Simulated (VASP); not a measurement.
# SnTe (F-43m) in VASP: notebook

One crystal, SnTe, is run at these levels: PBEsol; tasks: single point.

Program: VASP 6.6.1. These are calculated values, not measurements. Logs are shortened: lines on timing, memory, paths and dates and some standing lists are left out, and cuts for length are marked.

## (1) The crystal as given

The structure is cubic, space group F-43m (No. 216). The conventional cell has a = 7.222 Å, b = 7.222 Å, c = 7.222 Å, α = 90.00°, β = 90.00°, γ = 90.00°. Around Te (site symmetry -43m) lie 4 Sn at 3.13 Å. Around Sn (site symmetry -43m) lie 4 Te at 3.13 Å.

Measurements of this composition are mostly on another form, of space group No. 225.

## (2) Single point, PBEsol, spin-orbit coupling, no magnetisation

Input file INCAR:

```
SYSTEM = SnTe
PREC = Accurate
ENCUT = 250
EDIFF = 1E-7
ISMEAR = 0
SIGMA = 0.02
LREAL = .False.
LASPH = .True.
NELM = 100
ALGO = Normal
ISIF = 2
LWAVE = .False.
LCHARG = .False.
MAGMOM = 0 0 0 0 0 0
LORBIT = 11
LSORBIT = .True.
GGA_COMPAT = .False.
GGA = PS
NBANDS = 36
```

Input file KPOINTS:

```
regular mesh
0
Gamma
  4 4 4
  0 0 0
```

Input file POSCAR:

```
SnTe
1.0
    0.0000000000      3.6111460000      3.6111460000
    3.6111460000      0.0000000000      3.6111460000
    3.6111460000      3.6111460000      0.0000000000
Te Sn
1 1
Direct
    0.2500000000      0.2500000000      0.2500000000
    0.0000000000      0.0000000000      0.0000000000
```

Potentials or basis: VASP PAW PBE potentials, release 64 (Te, Sn_d).

The run is started by

```bash
> cat potpaw_PBE.64/Te/POTCAR potpaw_PBE.64/Sn_d/POTCAR > POTCAR
> mpirun -np 1 vasp_ncl > vasp.out
```

OUTCAR:

```text
SYSTEM = SnTe
   PREC = Accurate
   ENCUT = 250
   EDIFF = 1E-7
   ISMEAR = 0
   LREAL = .False.
   LASPH = .True.
   NELM = 100
   ISIF = 2
   LORBIT = 11
   LSORBIT = .True.
   GGA = PS

 Found     10 irreducible k-points:

 Following reciprocal coordinates:
            Coordinates               Weight
  0.000000  0.000000  0.000000      1.000000
  0.250000  0.000000  0.000000      4.000000
 -0.250000  0.000000  0.000000      4.000000
  0.500000  0.000000  0.000000      4.000000
  0.250000  0.250000  0.000000      6.000000
  0.500000  0.250000  0.000000     12.000000
   k-points           NKPTS =     10   k-points in BZ     NKDIM =     10   number of bands    NBANDS=     36
   number of dos      NEDOS =    301   number of ions     NIONS =      2
   total plane-waves  NPLWV =  21952
   dimension x,y,z NGX =    28 NGY =   28 NGZ =   28
   dimension x,y,z NGXF=    56 NGYF=   56 NGZF=   56
   ions per type =               1   1
   NGX,Y,Z   is equivalent  to a cutoff of   9.11,  9.11,  9.11 a.u.
   NGXF,Y,Z  is equivalent  to a cutoff of  18.23, 18.23, 18.23 a.u.
 SYSTEM =  SnTe
   PREC   = accura    normal or accurate (medium, high low for compatibility)
   ISTART =      0    job   : 0-new  1-cont  2-samecut
   ICHARG =      2    charge: 1-file 2-atom 10-const
   ISPIN  =      1    spin polarized calculation?
   LNONCOLLINEAR =      T non collinear calculations
   LSORBIT =      T    spin-orbit coupling
   LASPH  =      T    aspherical Exc in radial PAW
   ENCUT  =  250.0 eV  18.37 Ry    4.29 a.u.   6.58  6.58  6.58*2*pi/ulx,y,z
   NELM   =    100;   NELMIN=  2; NELMDL= -5     # of ELM steps
   EDIFF  = 0.1E-06   stopping-criterion for ELM
   LREAL  =      F    real-space projection
   EDIFFG = 0.1E-05   stopping-criterion for IOM
   NSW    =      0    number of steps for IOM
   IBRION =     -1    ionic relax: 0-MD 1-quasi-New 2-CG
   NFREE  =      0    steps in history (QN), initial steepest desc. (CG)
   ISIF   =      2    stress and relaxation
   ISYM   =      2    0-nonsym 1-usesym 2-fastsym
   POTIM  = 0.5000    time-step for ionic-motion
   TEBEG  =    0.0;   TEEND  =   0.0 temperature during run
   PSTRESS=    0.0 pullay stress
   NELECT =      20.0000    total number of electrons
   NUPDOWN=      -1.0000    fix difference up-down
   EMIN   =  10.00;   EMAX   =-10.00  energy-range for DOS
   EFERMI =   0.00;   METHOD = LEGACY
   ISMEAR =     0;   SIGMA  =   0.02  broadening in eV -4-tet -1-fermi 0-gaus
   EFERMI_NEDOS =   21; number of points for ismear=-14 and -15
   IALGO  =     38    algorithm
   IMIX   =      4    mixing-type and parameters
     AMIX     =   0.40;   BMIX     =  1.00
     AMIX_MAG =   1.60;   BMIX_MAG =  1.00
  volume/ion in A,a.u.               =      47.09       317.78
  Fermi-wavevector in a.u.,A,eV,Ry     =   0.976704  1.845704 12.979296  0.953951
  Thomas-Fermi vector in A             =   2.107344
   LORBIT       =     11    0 simple, 1 ext, 2 COOP (PROOUT), +10 PAW based schemes
   GGA     = PS    functional components
   LHFCALC =     F    Hartree Fock is set to
   AEXX    =    0.0000 exact exchange contribution
   IVDW    =     0    specifies the selected vdW correction
   LEPSILON=     F    determine dielectric tensor
   LRPA    =     F    only Hartree local field effects (RPA)
 Gauss-broadening in eV      SIGMA  =   0.02
  energy-cutoff  :      250.00
  volume of cell :       94.18
 maximum number of plane-waves:      1738
 NGX is ok and might be reduce to    28
   NGX = 13   NGY = 13   NGZ = 13

 number of electron      19.9999963 magnetization      -0.0000000     -0.0000000      0.0000000

 number of electron      19.9999963 magnetization       0.0000000      0.0000000      0.0000000

 number of electron      19.9999963 magnetization      -0.0000000     -0.0000000     -0.0000000

 number of electron      19.9999963 magnetization      -0.0000000      0.0000000      0.0000000

 Free energy of the ion-electron system (eV)
  ---------------------------------------------------
  ext. energy  EPLUGINS =         0.00000000
  ---------------------------------------------------
  free energy    TOTEN  =        -7.79071718 eV

  energy without entropy =       -7.79071718  energy(sigma->0) =       -7.79071718

 E-fermi :   3.1595     XC(G=0):  -7.6627

 val. band max:        3.0693235670   @ k =   0.5000   0.5000   0.0000
 cond. band min:       3.2451728424   @ k =  -0.2500   0.5000   0.2500
 fundamental gap:      0.1758492754
 Fermi energy:         3.1595037667

 k-point     1 :       0.0000    0.0000    0.0000
  band No.  band energies     occupation
      1     -19.2218      1.00000
      2     -19.2218      1.00000
      3     -19.2218      1.00000
      4     -19.2218      1.00000
      5     -18.1899      1.00000
      6     -18.1899      1.00000
[... 24 lines left out ...]
     31       9.4384      0.00000
     32       9.4384      0.00000

 k-point     2 :       0.2500    0.0000    0.0000
  band No.  band energies     occupation
      1     -19.2218      1.00000
      2     -19.2217      1.00000
      3     -19.2217      1.00000
      4     -19.2215      1.00000
      5     -18.1896      1.00000
      6     -18.1896      1.00000
[... 24 lines left out ...]
     31       8.8413      0.00000
     32       8.8524      0.00000

 k-point     3 :      -0.2500    0.0000    0.0000
  band No.  band energies     occupation
      1     -19.2218      1.00000
      2     -19.2217      1.00000
      3     -19.2217      1.00000
      4     -19.2215      1.00000
      5     -18.1896      1.00000
      6     -18.1896      1.00000
[... 24 lines left out ...]
     31       8.8413      0.00000
     32       8.8524      0.00000

 k-point     4 :       0.5000    0.0000    0.0000
  band No.  band energies     occupation
      1     -19.2215      1.00000
      2     -19.2215      1.00000
      3     -19.2214      1.00000
      4     -19.2214      1.00000
      5     -18.1893      1.00000
      6     -18.1893      1.00000
[... 24 lines left out ...]
     31       9.8205      0.00000
     32       9.8205      0.00000

 k-point     5 :       0.2500    0.2500    0.0000
  band No.  band energies     occupation
      1     -19.2221      1.00000
      2     -19.2221      1.00000
      3     -19.2213      1.00000
      4     -19.2213      1.00000
      5     -18.1897      1.00000
      6     -18.1897      1.00000
[... 24 lines left out ...]
     31      10.0454      0.00000
     32      10.0454      0.00000

 k-point     6 :       0.5000    0.2500    0.0000
  band No.  band energies     occupation
      1     -19.2226      1.00000
      2     -19.2218      1.00000
      3     -19.2211      1.00000
      4     -19.2206      1.00000
      5     -18.1907      1.00000
      6     -18.1883      1.00000
[... 24 lines left out ...]
     31      10.1312      0.00000
     32      10.1469      0.00000

 [... further k-points ...]

 [bands above 32 left out]

------------------------ aborting loop because EDIFF is reached ----------------------------------------

  FORCE on cell =-STRESS in cart. coord.  units (eV):
  Direction    XX          YY          ZZ          XY          YZ          ZX
  --------------------------------------------------------------------------------------
  -------------------------------------------------------------------------------------
  Total       -1.1437830     -1.1437830     -1.1437830      0.0000000      0.0000000      0.0000000
  in kB      -19.4575918    -19.4575918    -19.4575918      0.0000000      0.0000000      0.0000000
  external PRESSURE =     -19.4575918 kB  Pullay stress =       0.0000000 kB

 VOLUME and BASIS-vectors are now :
 -----------------------------------------------------------------------------
  energy-cutoff  :      250.00
  volume of cell :       94.18
      direct lattice vectors                 reciprocal lattice vectors
     0.000000000  3.611146000  3.611146000    -0.138460201  0.138460201  0.138460201
     3.611146000  0.000000000  3.611146000     0.138460201 -0.138460201  0.138460201
     3.611146000  3.611146000  0.000000000     0.138460201  0.138460201 -0.138460201

 POSITION                                       TOTAL-FORCE (eV/Angst)
 -----------------------------------------------------------------------------------
      1.80557      1.80557      1.80557        -0.000000     -0.000000     -0.000000
      0.00000      0.00000      0.00000         0.000000      0.000000      0.000000
 -----------------------------------------------------------------------------------
    total drift:                                0.000000      0.000000      0.000000

  FREE ENERGIE OF THE ION-ELECTRON SYSTEM (eV)
  ---------------------------------------------------
  free  energy   TOTEN  =        -7.7907171798 eV

  energy  without entropy=       -7.7907171798  energy(sigma->0) =       -7.79071718

 Spin-Orbit-Coupling matrix elements

 Ion:    1  E_soc:     -0.2469711
 l=   1
     0.0000000    -0.0411692    -0.0411692
    -0.0411692     0.0000000    -0.0411692
    -0.0411692    -0.0411692     0.0000000
 l=   2
     0.0000000     0.0000154     0.0000000     0.0000154    -0.0000080
     0.0000154     0.0000000    -0.0000060     0.0000154    -0.0000020
     0.0000000    -0.0000060     0.0000000    -0.0000060     0.0000000
     0.0000154     0.0000154    -0.0000060     0.0000000    -0.0000020
    -0.0000080    -0.0000020     0.0000000    -0.0000020     0.0000000
 l=   3
     0.0000000     0.0000000     0.0000000     0.0000000     0.0000000     0.0000000     0.0000000
     0.0000000     0.0000000     0.0000000     0.0000000     0.0000000     0.0000000     0.0000000
     0.0000000     0.0000000     0.0000000     0.0000000     0.0000000     0.0000000     0.0000000
     0.0000000     0.0000000     0.0000000     0.0000000     0.0000000     0.0000000     0.0000000
     0.0000000     0.0000000     0.0000000     0.0000000     0.0000000     0.0000000     0.0000000
     0.0000000     0.0000000     0.0000000     0.0000000     0.0000000     0.0000000     0.0000000
     0.0000000     0.0000000     0.0000000     0.0000000     0.0000000     0.0000000     0.0000000

 Ion:    2  E_soc:     -0.1038947
 l=   1
     0.0000000    -0.0113724    -0.0113724
    -0.0113724     0.0000000    -0.0113724
    -0.0113724    -0.0113724     0.0000000
 l=   2
     0.0000000    -0.0012042     0.0000000    -0.0012042    -0.0047392
    -0.0012042     0.0000000    -0.0035544    -0.0012042    -0.0011848
     0.0000000    -0.0035544     0.0000000    -0.0035544     0.0000000
    -0.0012042    -0.0012042    -0.0035544     0.0000000    -0.0011848
    -0.0047392    -0.0011848     0.0000000    -0.0011848     0.0000000
 l=   3
     0.0000000     0.0000000     0.0000000     0.0000000     0.0000000     0.0000000     0.0000000
     0.0000000     0.0000000     0.0000000     0.0000000     0.0000000     0.0000000     0.0000000
     0.0000000     0.0000000     0.0000000     0.0000000     0.0000000     0.0000000     0.0000000
     0.0000000     0.0000000     0.0000000     0.0000000     0.0000000     0.0000000     0.0000000
     0.0000000     0.0000000     0.0000000     0.0000000     0.0000000     0.0000000     0.0000000
     0.0000000     0.0000000     0.0000000     0.0000000     0.0000000     0.0000000     0.0000000
     0.0000000     0.0000000     0.0000000     0.0000000     0.0000000     0.0000000     0.0000000

 total charge

# of ion       s       p       d       tot
------------------------------------------
    1        1.400   1.925   0.017   3.341
    2        1.377   0.714   9.950  12.041
--------------------------------------------------
tot          2.777   2.638   9.967  15.382

 magnetization (x)

# of ion       s       p       d       tot
------------------------------------------
    1       -0.000   0.000   0.000   0.000
    2        0.000  -0.000  -0.000  -0.000
--------------------------------------------------
tot          0.000   0.000  -0.000   0.000

 magnetization (y)

# of ion       s       p       d       tot
------------------------------------------
    1       -0.000   0.000   0.000  -0.000
    2       -0.000  -0.000   0.000  -0.000
--------------------------------------------------
tot         -0.000  -0.000   0.000  -0.000

 magnetization (z)

# of ion       s       p       d       tot
------------------------------------------
    1       -0.000   0.000  -0.000   0.000
    2        0.000  -0.000   0.000   0.000
--------------------------------------------------
tot          0.000   0.000   0.000   0.000
```

Wall time 20 s (1 thread of Intel Xeon 6975P-C (Granite Rapids), shared host); peak memory 0.24 GiB.

The run converged, but some of its settings lie outside the range that counts as converged, so its numbers aren't taken as properties of the crystal.

Results:

* Free energy: -7.7907 eV
* Valence electrons inside the program's atomic spheres: Te 3.34; Sn 12.04

Caveat: the k mesh is coarse (spacing up to 0.38 Å⁻¹), so the values aren't converged; the cutoff is under 1.25 times the usual one of these potentials, so pressure, stress and relaxed cells hold a basis-set (Pulay) error; the PAW data sets were made with another functional, which shifts forces and pressure a little.

(Continued in part 2 of 3.)
